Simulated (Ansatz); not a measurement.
## A series in volume per atom on MoP

All results are calculated (Ansatz 0.2.0). Periodic Kohn-Sham DFT of a crystal at fixed atoms; pressure and stress are positive in compression; the energy is the free energy less that of spherical unpolarised free atoms; site moments are those in the method's own spheres, positive along +z.

Cell of the first row (space group P-6m2, No. 187):
```
MoP
1.0
      3.1572     0.0000     0.0000
     -1.5786     2.7342     0.0000
      0.0000     0.0000     3.1259
Mo P
1 1
Direct
  0.00000 0.00000 0.00000
  0.33333 0.66667 0.50000
```

Settings of every row: method frozen-core PAW; functional PBEsol; relativity scalar; k mesh 15x15x13; filling fermi-dirac; smearing width 0.08 eV; wave cutoff 420 eV; paw set soft_2.

Atom start moment: 0 on all atoms.

Limits: PAW files made with PBE.

```
row  volume per atom (Å³)  pressure (GPa)
  1                13.492            12.4
  2                13.779           6.462
  3                14.066           1.138
  4                 14.21          -1.313
  5                14.353          -3.634
  6                14.497           -5.83
  7                 14.64               ?
  8                14.927         -11.736
  9                15.214         -15.162
```

Question: what pressure should row 7 give?

Worked fit of pressure. Take u = (V_r/V)^(2/3) − 1 with V_r = 14.282 Å³ an atom, which is twice the finite (Eulerian) strain; such expansions in the strain, on which the Birch-Murnaghan equation of state is built, carry the rest volume and the bulk modulus. The shown rows have u = 0.03866, 0.02419, 0.01021, 0.00338, -0.0033, -0.00991, -0.02902, -0.04127. Least squares give pressure = −2.4982 + 346.183 × u + 983.98 × u² + 759 × u³ GPa; a parabola predicts inner rows, each left out in turn, worse (root mean square 0.012 against 0.004 GPa). The rows lie off it by 0.000, 0.000, -0.002, 0.004, -0.004, 0.003, -0.002, 0.001. The pressure vanishes at u = 0.0071, or V = 14.13 Å³ an atom, and there the bulk modulus at fixed shape and fractions is B = −V dP/dV = (2/3)(1 + u) dP/du = 242 GPa. Letting shape and atoms relax would as a rule lower it, by much in layered, chain or molecular crystals. The withheld row has u = -0.01637, so the fit gives −2.4982 + 346.183 × (-0.01637) + 983.98 × (-0.01637)² + 759 × (-0.01637)³ = -7.905 GPa.

The calculation gave -7.908 GPa. The fit lies 0.003 GPa (0.011 % of the column's range) above it; its largest miss of a shown row is 0.004 GPa.
